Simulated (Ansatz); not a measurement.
The system is Ca.

```
Ca
1.0
     0.00000    2.79420    2.79420
     2.79420    0.00000    2.79420
     2.79420    2.79420    0.00000
Ca
1
Direct
  0.00000 0.00000 0.00000
```

Base run:

* Program: Ansatz 0.2.0
* Functional: PBEsol
* Potentials or basis: Ansatz PAW
* Cutoff: 420 eV
* Density cutoff: 1680 eV
* k mesh: 8 × 8 × 8
* Occupations: fermi-dirac, width 0.05 eV
* Spin: no spin polarisation

Its results: band gap on the k mesh none (metal or under the smearing width); pressure -1.2 GPa.

Task: The run is repeated on the same cell with these changes: functional from PBEsol to BLYP; occupations from fermi-dirac, width 0.05 eV to fermi-dirac, width 0.025 eV. What comes out?

Result: Band gap on the k mesh none (metal or under the smearing width); pressure -0.4 GPa.

Caveats: the PAW data sets come from PBE, with cores solved anew for the run's functional, which leaves a small shift of forces and pressure; the potentials were made for another functional, which shifts forces and pressure (some runs).

Not every run made on this cell is shown here.
